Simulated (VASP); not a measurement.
**BAs: single point with PBEsol**

Crystal: BAs.

```
CELL_PARAMETERS angstrom
0.00000 2.39644 2.39644
2.39644 0.00000 2.39644
2.39644 2.39644 0.00000
ATOMIC_POSITIONS crystal
B 0.00000 0.00000 0.00000
As 0.75000 0.75000 0.75000
```

| Item | Value |
| --- | --- |
| Program | VASP 6.6.1 |
| Task | single point |
| Functional | PBEsol |
| Potentials or basis | VASP PAW PBE potentials, release 64 (B, As) |
| Cutoff | 520 eV |
| k mesh | 12 × 12 × 12 |
| Occupations | gaussian, width 0.05 eV |
| Spin | no spin polarisation |
| Dipole correction | no |
| Further INCAR settings | ALGO = Normal; EDIFF = 1e-06; NBANDS = 11 |

```
Pressure               : -1.3 GPa
Band gap on the k mesh : 1.09 eV, indirect (least direct gap 3.23 eV)
```

Levels at points of the mesh, in eV from the valence-band top:
```
           k point  band 2  band 3  band 4  band 5  band 6  band 7
(0.00, 0.00, 0.00)    0.00    0.00    0.00    3.23    3.23    3.23
(0.50, 0.00, 0.00)   -8.76   -1.81   -1.81    2.60    4.71    4.71
(0.50, 0.50, 0.00)   -8.48   -4.06   -4.06    1.32    1.35   11.25
```

Run time: 9.5 s on 1 thread of Intel(R) Xeon(R) 6975P-C (Granite Rapids), with other jobs on the host, peak memory 0.17 GiB.

Caveat: the PAW data sets were made with another functional, which shifts forces and pressure a little. A k mesh can miss the band edges.
